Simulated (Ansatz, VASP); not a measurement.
**One calculation of CrO2, two programs**

The input INCAR:

```
SYSTEM = CrO2
ALGO = Normal ; EDIFF = 1E-7
ENCUT = 520 ; GGA = PE
ISIF = 2 ; ISMEAR = -1
ISPIN = 2 ; LASPH = .TRUE.
LCHARG = .FALSE. ; LMAXMIX = 4
LORBIT = 11 ; LREAL = .FALSE.
LWAVE = .FALSE. ; MAGMOM = 3 0 0
NBANDS = 23 ; NELM = 100
PREC = Accurate ; SIGMA = 0.05
```

File KPOINTS:

```
k-points
0
G
  10 10 10
  0 0 0
```

Contents of POSCAR:

```
CrO2
1.0
    0.0000000000      2.3830650000      2.3830650000
    2.3830650000      0.0000000000      2.3830650000
    2.3830650000      2.3830650000      0.0000000000
Cr O
1 2
Direct
    0.0000000000      0.0000000000      0.0000000000
    0.2500000000      0.2500000000      0.2500000000
    0.7500000000      0.7500000000      0.7500000000
```

Contents of input.yaml:

```yaml
crystal:
  lattice:
    - [0.0, 2.383065, 2.383065]
    - [2.383065, 0.0, 2.383065]
    - [2.383065, 2.383065, 0.0]
  atoms:
    - { symbol: Cr, position: [0.0, 0.0, 0.0], spin: 3.0 }
    - { symbol: O, position: [0.25, 0.25, 0.25] }
    - { symbol: O, position: [0.75, 0.75, 0.75] }
hamiltonian:
  xc: pbe
  pseudopotentials: { kind: paw }
magnetization:
  spin_polarized: true
kpoints:
  mp_grid: { grid: [10, 10, 10] }
scf:
  occupations: { method: fermi_dirac, width: 0.05 }
output:
  forces: true
  stress: true
  eigenvalues: true
  write_density: true
  write_potential: true
  elf: true
  volumetric_format: npy
```

Measurements of this composition are mostly on another form, of space group No. 136.

Alike in both runs: task single point; functional PBE; k mesh 10 × 10 × 10; occupations fermi-dirac, width 0.05 eV; collinear spin, ferromagnetic start.

|  | VASP | Ansatz |
| --- | --- | --- |
| version | VASP 6.6.1 | Ansatz 0.2.0 |
| potentials or method | VASP PAW PBE potentials, release 64 (Cr_pv, O) | Ansatz PAW |
| plane-wave cutoff (eV) | 520 | 420 |
| valence electrons in the cell | 24 | 26 |

Ansatz gave:

```
gap on the k mesh at the Fermi level (eV)                     : 0.41
least direct gap on the mesh (eV)                             : 0.42
pressure (GPa)                                                : -8.6
net moment per atom (μB)                                      : 0.67
size of the moment on the site where the two differ most (μB) : 1.92
```

**Question.** Which values does VASP return?

**Answer.** gap on the k mesh at the Fermi level (eV): 0.36; least direct gap on the mesh (eV): 0.37; pressure (GPa): -7.9; net moment per atom (μB): 0.67; size of the moment on the site where the two differ most (μB): 2.21.

Site moments also hang on the region over which each program counts them. The functional is the same, so the differences come from potentials, cutoffs and numerics. The two sets of potentials don't hold the same shells in valence.

Caveats: a cell with one magnetic atom can't hold antiferromagnetic order, which such compounds often take; the pressure holds a Pulay correction of +0.9 GPa for the finite cutoff (Ansatz). A k mesh can miss the band edges.
